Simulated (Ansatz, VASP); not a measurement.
# Os in VASP and in Ansatz

INCAR

```
SYSTEM = Os
PREC = Accurate
ENCUT = 520
EDIFF = 1E-6
ISMEAR = -1
SIGMA = 0.05
LREAL = .False.
LASPH = .True.
NELM = 100
ALGO = Normal
ISIF = 2
LWAVE = .False.
LCHARG = .False.
GGA = PE
NBANDS = 10
```

The input KPOINTS:

```
regular mesh
0
Gamma
  14 14 14
  0 0 0
```

File POSCAR:

```
Os
1.0
    0.0000000000      1.9705950404      1.9705950404
    1.9705950404      0.0000000000      1.9705950404
    1.9705950404      1.9705950404      0.0000000000
Os
1
Direct
    0.0000000000      0.0000000000      0.0000000000
```

Input for Ansatz:

```yaml
crystal:
  lattice:
    - [0.0, 1.9705950404, 1.9705950404]
    - [1.9705950404, 0.0, 1.9705950404]
    - [1.9705950404, 1.9705950404, 0.0]
  atoms:
    - { symbol: Os, position: [0.0, 0.0, 0.0] }
kpoints:
  mp_grid: { grid: [14, 14, 14] }
scf:
  occupations: { method: fermi_dirac, width: 0.05 }
hamiltonian:
  xc: pbe
  pseudopotentials: { kind: all_electron, lapw: { basis_error: 0.0005 } }
output:
  forces: true
  stress: true
  eigenvalues: true
```

Change from the starting cell: volume scaled by 1.04.

Alike in both runs: task single point; functional PBE; k mesh 14 × 14 × 14; occupations fermi-dirac, width 0.05 eV; no spin polarisation.

```csv
,VASP,Ansatz
version,VASP 6.6.1,Ansatz 0.2.0
potentials or method,"VASP PAW PBE potentials, release 64 (Os)","all-electron LAPW, scalar-relativistic"
plane-wave cutoff (eV),520,see its input
```

|  | VASP | Ansatz | Ansatz less VASP |
| --- | --- | --- | --- |
| pressure (GPa) | -22.1 | -21.6 | +0.47 |

Ansatz ran all-electron here, so the differences hold the error of VASP's frozen core and of both bases.

Caveats: so large a pressure means that the cell lies far from this level's equilibrium, or that cutoff or potentials fall short (VASP). The runs have no spin-orbit coupling, so splittings on Os are missing.
